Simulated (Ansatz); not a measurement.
A run of Ansatz 0.2.0 is set up as follows.

File input.yaml:

```yaml
crystal:
  lattice:
    - [0.0, 2.82685, 2.82685]
    - [2.82685, 0.0, 2.82685]
    - [2.82685, 2.82685, 0.0]
  atoms:
    - { symbol: As, position: [0.75, 0.75, 0.75] }
    - { symbol: Ga, position: [0.0, 0.0, 0.0] }
hamiltonian:
  xc: pbe
  pseudopotentials: { kind: paw }
kpoints:
  mp_grid: { grid: [8, 8, 8] }
scf:
  occupations: { method: gaussian, width: 0.03 }
output:
  forces: true
  stress: true
  eigenvalues: true
```

Potentials or basis: Ansatz PAW.

Launch:

```bash
$ ansatz run input.yaml --threads 2 --pin off --max-ram 5632MiB --backend cpu --events-out ev --progress --plain --runs-dir out
```

Task: Predict the pressure.

Result: 3.3 GPa.

Task: Predict the band gap on the k mesh.

Result: 0.52 eV, direct.

**What was measured.**

From “Evidence of valence band perturbations in GaAsN/GaAs(001): A combined variable-angle spectroscopic ellipsometry and modulated photoreflectance investigation”, 2008, arxiv:0805.2212, for a bulk crystal of GaAs at 300 K: band gap 1.412 ± 0.01 eV (direct).

Measured gap of GaAs: 1.412 eV (direct; 300 K; “Evidence of valence band perturbations in GaAsN/GaAs(001): A combined variable-angle spectroscopic ellipsometry and modulated photoreflectance investigation”, 2008, arxiv:0805.2212). This calculation gives 0.52 eV (-0.90 eV). 3 values of this kind are on record (1.412 to 1.51 eV); this one was drawn at random among those near their median, those with a stated uncertainty first. Spin-orbit coupling on As, Ga is left out. The value is that of PBE on a finite k mesh, which can miss the band edges, without temperature or zero-point motion. Semilocal functionals fall short of measured gaps as a rule.
